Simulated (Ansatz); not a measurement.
## H_i (bond centre, by S) in CdS (F-43m): charge-transition levels and formation energies

Charge states of H_i (bond centre, by S) in CdS (F-43m), set against the band edges. Model: a cell of 54 host atoms with 1 H put in.

Method: place-levels on r2SCAN runs: charge-transition levels and formation energies with image-charge correction and potential alignment at the atomic sites; PAW set soft_1, in Ansatz 0.2.0.

### Step 1. Starting point

The cell holds 55 atoms: 27 Cd, 27 S and 1 H. Cell: a = 12.471 Å, b = 12.471 Å, c = 12.471 Å, α = 60.0°, β = 60.0°, γ = 60.0°. It derives from CdS (space group F-43m). Nearest the centre at fractional (0.292, 0.625, 0.625): H55 at 0.00 Å, Cd35 at 1.27 Å, S10 at 1.27 Å, S28 at 3.20 Å, S16 at 3.20 Å, S12 at 3.20 Å, Cd29 at 3.20 Å, Cd33 at 3.20 Å.

Coordinates:

```xyz
55
Lattice="0.0000 8.8180 8.8180 8.8180 0.0000 8.8180 8.8180 8.8180 0.0000" Properties=species:S:1:pos:R:3 pbc="T T T"
Cd    0.0000    0.0000    0.0000
S     4.4090    4.4090    4.4090
Cd    2.9393    2.9393    0.0000
S     7.3484    7.3484    4.4090
Cd    5.8787    5.8787    0.0000
S    10.2877   10.2877    4.4090
Cd    2.9393    0.0000    2.9393
S     7.3484    4.4090    7.3484
Cd    5.8787    2.9393    2.9393
S    10.2877    7.3484    7.3484
Cd    8.8180    5.8787    2.9393
S    13.2270   10.2877    7.3484
Cd    5.8787    0.0000    5.8787
S    10.2877    4.4090   10.2877
Cd    8.8180    2.9393    5.8787
S    13.2270    7.3484   10.2877
Cd   11.7574    5.8787    5.8787
S    16.1664   10.2877   10.2877
Cd    0.0000    2.9393    2.9393
S     4.4090    7.3484    7.3484
Cd    2.9393    5.8787    2.9393
S     7.3484   10.2877    7.3484
Cd    5.8787    8.8180    2.9393
S    10.2877   13.2270    7.3484
Cd    2.9393    2.9393    5.8787
S     7.3484    7.3484   10.2877
Cd    5.8787    5.8787    5.8787
S    10.2877   10.2877   10.2877
Cd    8.8180    8.8180    5.8787
S    13.2270   13.2270   10.2877
Cd    5.8787    2.9393    8.8180
S    10.2877    7.3484   13.2270
Cd    8.8180    5.8787    8.8180
S    13.2270   10.2877   13.2270
Cd   11.7574    8.8180    8.8180
S    16.1664   13.2270   13.2270
Cd    0.0000    5.8787    5.8787
S     4.4090   10.2877   10.2877
Cd    2.9393    8.8180    5.8787
S     7.3484   13.2270   10.2877
Cd    5.8787   11.7574    5.8787
S    10.2877   16.1664   10.2877
Cd    2.9393    5.8787    8.8180
S     7.3484   10.2877   13.2270
Cd    5.8787    8.8180    8.8180
S    10.2877   13.2270   13.2270
Cd    8.8180   11.7574    8.8180
S    13.2270   16.1664   13.2270
Cd    5.8787    5.8787   11.7574
S    10.2877   10.2877   16.1664
Cd    8.8180    8.8180   11.7574
S    13.2270   13.2270   16.1664
Cd   11.7574   11.7574   11.7574
S    16.1664   16.1664   16.1664
H    11.0225    8.0832    8.0832
```

Known beforehand: the electronic dielectric constant, 6.49, and the static one, 10.34, computed on the host (DFPT, PBEsol, on the r2SCAN cell), and a cell off the functional's own equilibrium shifts the ionic part.

The cell's shortest repeat is 12.5 Å.

### Step 2. The runs of each charge state

Levels follow from differences of total energies between charge states, each relaxed by itself.

Each atom starts 0.05 Å or so off its site in a random direction: a symmetric start keeps its symmetry, and would miss off-centre moves and Jahn–Teller distortions. Forces are taken at one point at (¼, ¼, ¼). The cell holds 1 electron more than the neutral one, with a uniform background that keeps it neutral on the whole.

The sampling was tested on the host first: at the k-points planned (1x1x1 shifted 0.25 0.25 0.25) its energy lies 0.033 eV an atom from the dense-mesh value, so the final energies take a denser sampling.

One of the inputs; charge, spin and start change from state to state.

Contents of qm1.relax/input.yaml:

```yaml
crystal:
  lattice:
    - [0.0, 2.93934313, 2.93934313]
    - [2.93934313, 0.0, 2.93934313]
    - [2.93934313, 2.93934313, 0.0]
  atoms:
    - { symbol: Cd, position: [0.0, 0.0, 0.0] }
    - { symbol: S, position: [0.75, 0.75, 0.75] }
  supercell: [3, 3, 3]
  defects: [{ interstitial: { symbol: H, position: [0.291667, 0.625, 0.625] } }]
total_charge: -1
basis:
  ecutwfc: 500
  xc_grid: 2
hamiltonian:
  xc: r2scan
  pseudopotentials: { kind: paw, azcp: { folder: soft_1 } }
kpoints:
  mp_grid: { grid: [1, 1, 1], shift: [0.25, 0.25, 0.25] }
scf:
  occupations: { method: fixed }
  max_iter: 60
output:
  forces: true
  charged_corrections: { epsilon: 6.49, static_epsilon: 10.34 }
relax:
  f_tol: 0.02
  max_steps: 80
  random_displacement: { amplitude: 0.05, seed: 8543 }
checkpoint:
  write: "../qm1.relax.run"
  compress: false
  write_wavefunctions: true
  write_every: 100000
```

Launch:

```console
ansatz run input.yaml --threads 4 --pin off --max-ram 15073MiB --backend cpu --events-out ev --progress --plain --runs-dir out
```

Defect states can disperse in a cell of this size, so the energy is taken again at a 2×2×2 shifted mesh, on the relaxed structure.

The run of this state that the levels use, under r2SCAN:

Contents of qm1.point/input.yaml:

```yaml
crystal:
  checkpoint: "../qm1.relax.run"
  host: checkpoint
total_charge: -1
basis:
  ecutwfc: 500
  xc_grid: 2
hamiltonian:
  xc: r2scan
  pseudopotentials: { kind: paw, azcp: { folder: soft_1 } }
kpoints:
  mp_grid: { grid: [2, 2, 2], shift: [0.5, 0.5, 0.5] }
scf:
  occupations: { method: fermi_dirac, width: 0.01 }
  max_iter: 60
output:
  forces: true
  eigenvalues: true
  charged_corrections:
    epsilon: 6.49
    static_epsilon: 10.34
    defect_position: [0.291667, 0.625, 0.625]
  eigenstates: { localisation: true }
  populations: true
  band_densities: [{ bands: [v1, v1] }, { bands: [c1, c1] }]
  write_density: true
  write_potential: true
  volumetric_format: npy
  elf: true
checkpoint:
  read: "../qm1.relax.run"
  write: "../qm1.point.run"
  compress: false
  write_wavefunctions: false
  write_every: 100000
```

Relaxations under r2SCAN at one point at (¼, ¼, ¼); times on 4 threads of Arm Neoverse V2, shared host:

| charge | moment (μB) | occupations | outcome | steps | largest displacement against the far atoms (Å) | time |
| --- | --- | --- | --- | --- | --- | --- |
| −1 | 0 | fixed | converged | 9 | 0.79 | 5.7 min |
| 0 | 1 | fixed | converged | 9 | 0.77 | 13 min |
| +1 | 0 | fixed | converged | 9 | 0.76 | 6.1 min |

Single points under r2SCAN at a 2×2×2 shifted mesh; times on 4 threads of Arm Neoverse V2, shared host:

| charge | moment (μB) | occupations | outcome | time |
| --- | --- | --- | --- | --- |
| −1 | 0 | fermi-dirac | converged | 4.8 min |
| 0 | 1 | fermi-dirac | converged | 13 min |
| +1 | 0 | fermi-dirac | converged | 4.6 min |

Distances (Å) from H55 to the nearest atoms after relaxation with r2SCAN:

| charge | moment (μB) | 1. | 2. | 3. | 4. | 5. | 6. |
| --- | --- | --- | --- | --- | --- | --- | --- |
| −1 | 0 | S 1.34 | Cd 2.36 | Cd 3.18 | Cd 3.19 | Cd 3.20 | S 3.45 |
| 0 | 1 | S 1.34 | Cd 2.35 | Cd 3.18 | Cd 3.18 | Cd 3.19 | S 3.46 |
| +1 | 0 | S 1.34 | Cd 2.35 | Cd 3.18 | Cd 3.18 | Cd 3.20 | S 3.45 |

### Step 3. Placing the levels, r2SCAN

A charged cell interacts with its images and the background, and its potential has another zero than the host's. place-levels removes the first by a point-charge model, screened by the static dielectric constant since the ions have relaxed around the charge, and the second by comparing potentials at atoms far from the defect.

The host is a run of the defect-free crystal in the same cutoffs, grids and k-points, so that basis and sampling errors cancel in part in the differences. The host is run in a cell of 2 atoms on a matching mesh. Its band edges are searched through the zone by a band path, so the gap is smaller than, or equal to, that on the mesh. Chemical potentials are energies per atom of H (H2 molecule), run with the same functional and cutoff.

Contents of levels.point.yaml:

```yaml
host:
  run: host.point.run
states: [qm1.point.run, q0_M1.point.run, qp1.point.run]
geometry_from:
  qm1.point.run: qm1.relax.run
  q0_M1.point.run: q0_M1.relax.run
  qp1.point.run: qp1.relax.run
  host.point.run: host.relax.run
chemical_potentials:
  H:
    energy: -15.945394
    dataset: "<sha256 of the dataset>"
epsilon: 6.49
static_epsilon: 10.34
vertical:
  - { from: qm1.point.run, to: qm1.point_neutral.run }
  - { from: qp1.point.run, to: qp1.point_neutral.run }
```

Launch:

```console
ansatz place-levels levels.point.yaml -- --threads 4 --pin off --max-ram 15073MiB
```

Numbers of over 12 decimals in the logs are rounded to 6 here.

Log:

```text
[... repeated set-up lines and file paths are left out, and long positions are rounded to six places ...]
(+1/0) 1.553 eV above the valence edge (+2.308 eV without the band-filling correction), in the conduction band; not on the lower envelope
(0/-1) 1.546 eV above the valence edge (+2.533 eV without the band-filling correction), in the conduction band; not on the lower envelope
(+1/-1) 1.550 eV above the valence edge (+2.420 eV without the band-filling correction), in the conduction band: charges between them are lowest nowhere
formation energy of charge +1: -0.176 eV with the Fermi level at the valence edge
formation energy of charge 0: +1.378 eV with the Fermi level at the valence edge
formation energy of charge -1: +2.924 eV with the Fermi level at the valence edge
vertical -1 to 0: no energy, since no alignment is typed
  the change from vertical[0].from (qm1.point.run) to vertical[0].to (qm1.point_neutral.run): by its potential at epsilon 6.49 it stands at 0.374 0.707 0.705, with an rms radius of about 6.6 Å (3.8 3.8 3.8 Å across the planes of the cell's vectors); [...]
vertical +1 to 0: no energy, since no alignment is typed
  the change from vertical[1].from (qp1.point.run) to vertical[1].to (qp1.point_neutral.run): by its potential at epsilon 6.49 it stands at 0.353 0.687 0.687, with an rms radius of about 6.1 Å (3.5 3.5 3.5 Å across the planes of the cell's vectors); [...]
  edges by r2scan, gap 1.537 eV; the host is sampled to repeats of 24.94 Å
  the defect's cells are sampled to repeats of 24.94 Å, like sampling
  charge +1: -247765.5306 eV with its correction of +0.195 eV, at epsilon 10.34, aligned at sites: +0.0141 eV, mean over 16 atomic sites at or beyond 6.24 Å from the defect at [0.2917, 0.6250, 0.6250], with +0.000000 for the charge's moments and without [...]
  charge 0: +0.000 eV for its dipole among its images, +0.005 omitted
  charge -1: -247748.0510 eV with its correction of +0.025 eV, at epsilon 10.34, aligned at sites: +0.1559 eV, mean over 16 atomic sites at or beyond 6.24 Å from the defect at [0.2917, 0.6250, 0.6250], with -0.000000 for the charge's moments and without [...]
  of states[2] (qp1.point.run): it parts from the run at its places by a charge that spreads by about 3.5 Å along one vector (1.8 Å or more is wide), by its potential at epsilon 6.49, taken for that of held ions (one typed too small widens it), where the cell [...]
  of states[1] (q0_M1.point.run): a band-filling correction moves a carrier to the host's band edge, which changes its energy by -0.754 eV; [...]
  of states[0] (qm1.point.run): how wide its charge is, is not read beside other atoms or cores, and a band state would take no correction. [...]
  of vertical[0].from (qm1.point.run): it parts from the run at its places by a charge that spreads by about 3.8 Å along one vector (1.8 Å or more is wide), by its potential at epsilon 6.49, taken for that of held ions (one typed too small widens it), where [...]
  of vertical[0].to (qm1.point_neutral.run): its moments are held at its close (magnetization.spin_locking), by a field of 0.343 eV a Bohr magneton, and its energy and levels are of the state that this holds: a run that lets them go can end lower; [...]
  of vertical[1].from (qp1.point.run): it parts from the run at its places by a charge that spreads by about 3.5 Å along one vector (1.8 Å or more is wide), by its potential at epsilon 6.49, taken for that of held ions (one typed too small widens it), where [...]
  of vertical[1].to (qp1.point_neutral.run): its moments are held at its close (magnetization.spin_locking), by a field of 0.345 eV a Bohr magneton, and its energy and levels are of the state that this holds: a run that lets them go can end lower; [...]
```

Elapsed: 0.28 s, on 4 threads of Arm Neoverse V2, shared host.

Under r2SCAN the gap is 1.54 eV, (+1/0) 1.55 (outside the gap) (with band filling), (0/−1) 1.55 (outside the gap) (with band filling) eV.

Levels between the charges placed, in eV above the valence top:

|  | gap (eV) | (+1/0) | (0/−1) |
| --- | --- | --- | --- |
| r2SCAN | 1.54 | 1.55 | 1.55 |

Corrections by state:

| charge | moment (μB) | image terms and alignment (eV) | band filling (eV) | ε used | over the lowest of its charge, as the program ranks them, band filling apart (eV) |
| --- | --- | --- | --- | --- | --- |
| +1 | 0.0 | 0.195 | - | 10.34 | 0.000 |
| 0 | 1.0 | 0.000 | -0.754 | - | 0.000 |
| −1 | 0.0 | 0.025 | -1.741 | 10.34 | 0.000 |

The charged structures listed were also run neutral, and place-levels reads from each pair, by the potential or the spins, how wide the charge is by which they differ; that can be the carrier of either run.

| charge | rms radius (Å) | spread where it is widest against the cell (Å) | wide from (Å) | reading |
| --- | --- | --- | --- | --- |
| +1 | 6.1 | 3.52 | 1.76 | wide |
| −1 | 6.6 | 3.84 | 1.76 | wide |

The neutral runs of these pairs need not share the spin of the lowest neutral state, and very wide values only mean spread over the cell.

From the program's caveats on the states, each cut to its opening words:

- charge +1: it parts from the run at its places by a charge that spreads by about 3.5 Å along one vector (1.8 Å or more is wide), by its potential at epsilon 6.49, taken [...]
- charge 0 (1 μB): a band-filling correction moves a carrier to the host's band edge, which changes its energy by -0.754 eV
- charge 0 (1 μB): its moments are held at its close (magnetization.spin_locking), by a field of 0.344 eV a Bohr magneton, and its energy and levels are of the state that this [...]
- charge 0 (1 μB): flagged: stability check not made
- charge −1: how wide its charge is, is not read beside other atoms or cores, and a band state would take no correction
- charge −1: a band-filling correction moves a carrier to the host's band edge, which changes its energy by -1.741 eV

The host's formation energy from the elements is -0.806 eV per atom; it sets how far the chemical potentials can move.

Formation energies (eV), Cd-rich (Δμ(Cd) = 0.00 eV, Δμ(S) = -1.61 eV, Δμ(H) = 0.00 eV):

| charge | Fermi level at the valence top | at the conduction bottom |
| --- | --- | --- |
| +1 | -0.18 | 1.36 |
| 0 | 1.38 | 1.38 |
| −1 | 2.92 | 1.39 |

Formation energies (eV), S-rich (Δμ(S) = 0.00 eV, Δμ(Cd) = -1.61 eV, Δμ(H) = 0.00 eV):

| charge | Fermi level at the valence top | at the conduction bottom |
| --- | --- | --- |
| +1 | -0.18 | 1.36 |
| 0 | 1.38 | 1.38 |
| −1 | 2.92 | 1.39 |

### Step 4. Effect of the sampling

The relaxations' own energies give the levels at their sampling, for comparison.

Contents of levels.relax_mesh.yaml:

```yaml
host:
  run: host.relax.run
states: [qm1.relax.run, q0_M1.relax.run, qp1.relax.run]
chemical_potentials:
  H:
    energy: -15.945394
    dataset: "<sha256 of the dataset>"
```

Launch:

```console
ansatz place-levels levels.relax_mesh.yaml -- --threads 4 --pin off --max-ram 15073MiB
```

Log:

```text
[...]
formation energy of charge +1: -0.132 eV with the Fermi level at the valence edge
formation energy of charge 0: +1.408 eV with the Fermi level at the valence edge
formation energy of charge -1: +2.944 eV with the Fermi level at the valence edge
  edges by r2scan, gap 1.518 eV; the host is sampled to repeats of 12.47 Å
[... the lines on each state left out ...]
```

Run time: 0.09 s. Hardware: 4 threads.

Levels between neighbouring charges, in eV above the valence top:

|  | gap (eV) | (+1/0) | (0/−1) |
| --- | --- | --- | --- |
| one point at (¼, ¼, ¼) | 1.52 | 1.54 | 1.54 |
| a 2×2×2 shifted mesh | 1.54 | 1.55 | 1.55 |

Going from one point at (¼, ¼, ¼) to a 2×2×2 shifted mesh moves formation energies against the elements by up to 0.04 eV; band-filling terms, which differ between samplings, are in these energies.

### Step 5. Placing the levels, PBEsol

PBEsol on the same structure is run to see how far the result rests on the functional, though not on the errors that semilocal functionals share.

Contents of qm1.pbesol/input.yaml:

```yaml
crystal:
  checkpoint: "../qm1.relax.run"
  host: checkpoint
total_charge: -1
basis:
  ecutwfc: 420
  xc_grid: 2
hamiltonian:
  xc: pbesol
  pseudopotentials: { kind: paw, azcp: { folder: soft_1 }, xc_functional: pbe }
kpoints:
  mp_grid: { grid: [2, 2, 2], shift: [0.5, 0.5, 0.5] }
scf:
  occupations: { method: fermi_dirac, width: 0.01 }
  max_iter: 60
output:
  forces: true
  eigenvalues: true
  charged_corrections:
    epsilon: 6.49
    static_epsilon: 10.34
    defect_position: [0.291667, 0.625, 0.625]
checkpoint:
  write: "../qm1.pbesol.run"
  compress: false
  write_wavefunctions: false
  write_every: 100000
```

Run time: 2.4 min. Hardware: 4 threads; peak memory 9 GiB.

Contents of levels.pbesol.yaml:

```yaml
host:
  run: host.pbesol.run
states: [qm1.pbesol.run, q0_M1.pbesol.run, qp1.pbesol.run]
geometry_from:
  qm1.pbesol.run: qm1.relax.run
  q0_M1.pbesol.run: q0_M1.relax.run
  qp1.pbesol.run: qp1.relax.run
  host.pbesol.run: host.relax.run
chemical_potentials:
  H:
    energy: -15.609228
    dataset: "<sha256 of the dataset>"
```

Launch:

```console
ansatz place-levels levels.pbesol.yaml -- --threads 4 --pin off --max-ram 15073MiB
```

Log:

```text
[...]
formation energy of charge +1: -0.248 eV with the Fermi level at the valence edge
formation energy of charge 0: +0.718 eV with the Fermi level at the valence edge
formation energy of charge -1: +1.683 eV with the Fermi level at the valence edge
  edges by pbesol, gap 0.953 eV; the host is sampled to repeats of 24.94 Å
[... the lines on each state left out ...]
```

The job ended after 0.16 s (4 threads).

Under PBEsol the gap is 0.95 eV, (+1/0) 0.97 (outside the gap) (with band filling), (0/−1) 0.97 (outside the gap) (with band filling) eV.

### Step 6. Cost and result

Levels between neighbouring charges, in eV above each run's own valence top:

|  | gap (eV) | (+1/0) | (0/−1) | CPU time a state at this stage (restarts are quicker than cold starts) |
| --- | --- | --- | --- | --- |
| r2SCAN, 2×2×2 shifted mesh | 1.54 | 1.55 | 1.55 | 27 min |
| PBEsol on r2SCAN structures, 2×2×2 shifted mesh | 0.95 | 0.97 | 0.97 | 14 min |

### Step 7. Results

```json
{"gap of the host": "1.54 eV (r2SCAN)", "level (plus 1/0)": "1.55 eV above the valence top, past the conduction bottom, not a change between lowest states (2.31 eV above the valence top without the band-filling term)", "level (0/minus 1)": "1.55 eV above the valence top, past the conduction bottom, not a change between lowest states (2.53 eV above the valence top without the band-filling term)", "lowest of the charges placed, just above the valence top (0.02 eV)": "+1", "lowest of the charges placed, just below the conduction bottom (0.02 eV)": "+1", "lowest formation energy at mid-gap of the charges run, Cd-rich": "0.59 eV", "lowest formation energy at mid-gap of the charges run, S-rich": "0.59 eV"}
```

Of the charges placed (−1, 0 and +1), +1 is the lowest from 0.02 eV above the valence top to 0.02 eV below the conduction bottom, a gap of 1.54 eV. Charges above +1 were not placed, so these runs say nothing of levels that involve them. States placed: +1 at 0 μB; 0 at 1 μB; −1 at 0 μB. Other spin states or structures, where not listed, weren't placed. The program finds carriers beyond a band edge of the host and adds a band-filling term at charge −1 (-1.74 eV) and 0 (-0.75 eV); steps to such a charge show no bound level, and a defect level inside a band would be read the same way. H is taken at its element; compounds, which aren't counted here, bound the chemical potentials and would shift these formation energies. Going from one point at (¼, ¼, ¼) to a 2×2×2 shifted mesh moves formation energies against the elements by up to 0.04 eV; band-filling terms, which differ between samplings, are in these energies. What this leaves open: r2SCAN makes the gap too small and tends to spread out bound carriers; spin–orbit coupling, which can matter with heavy atoms, is left out.

[Logs are printed without paths, hosts, clocks, repeated set-up lines and the standing remarks that a program may print on its own settings, such as how far it seeks lower states.]

[Hosts, paths, dates, database ids (printed as entryN), source tags and the programs' standing remarks are cut or masked in the printed files.]

[Where a table of states has a column of steps, it counts the stored structures, which are thinned; the runs took as many ionic steps or more.]

[A defect's name tells the site on which it was built; relaxed atoms can leave that site.]

[For some hosts the program warned that the k-mesh of the response run may be too coarse for force constants and the static dielectric constant; such warnings are not shown here.]
